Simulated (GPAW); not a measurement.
Crystal: Ag.

```xyz
1
Lattice="0.0000 2.0427 2.0427 2.0427 0.0000 2.0427 2.0427 2.0427 0.0000" Properties=species:S:1:pos:R:3 pbc="T T T"
Ag    0.0000    0.0000    0.0000
```

```yaml
Program: GPAW 26.7.0
Task: relaxation of cell and atoms
Functional: revPBE
Potentials_or_basis: the program's PAW data sets (release 1.2.1) made for this functional
Cutoff: 600 eV
Basis: pw
k_mesh: 11 × 11 × 11
Occupations: fermi-dirac, width 0.05 eV
Spin: no spin polarisation
```

At the start: pressure 7.3 GPa; volume 17.05 Å³/atom.

Question: How do energy, volume and symmetry change on relaxing?

Answer: Over 16 steps the energy falls by 27.3 meV/atom and the volume is 18.37 Å³/atom (+7.8 %); space group Fm-3m (No. 225, to 0.05 Å).

The path:
```csv
step,energy change (eV),largest force (eV/Å),pressure (GPa),volume (Å³)
1,0.0000,0.0000,7.30,17.05
2,-0.0147,0.0000,4.70,17.45
3,-0.0265,0.0000,1.10,18.14
4,-0.0238,0.0000,-2.00,18.92
5,-0.0242,0.0000,-1.88,18.89
6,-0.0249,0.0000,-1.66,18.83
7,-0.0258,0.0000,-1.33,18.73
8,-0.0266,0.0000,-0.91,18.62
9,-0.0271,0.0000,-0.41,18.49
10,-0.0273,0.0000,0.13,18.36
11,-0.0273,0.0000,0.13,18.36
12,-0.0273,0.0000,0.12,18.36
13,-0.0273,0.0000,0.12,18.36
14,-0.0273,0.0000,0.11,18.37
15,-0.0273,0.0000,0.10,18.37
16,-0.0273,0.0000,0.09,18.37
```

Final structure:
```
CELL_PARAMETERS angstrom
0.00000 2.09425 2.09425
2.09425 0.00000 2.09425
2.09425 2.09425 0.00000
ATOMIC_POSITIONS crystal
Ag 0.00000 0.00000 0.00000
```

Caveat: later steps reuse the first step's grids.
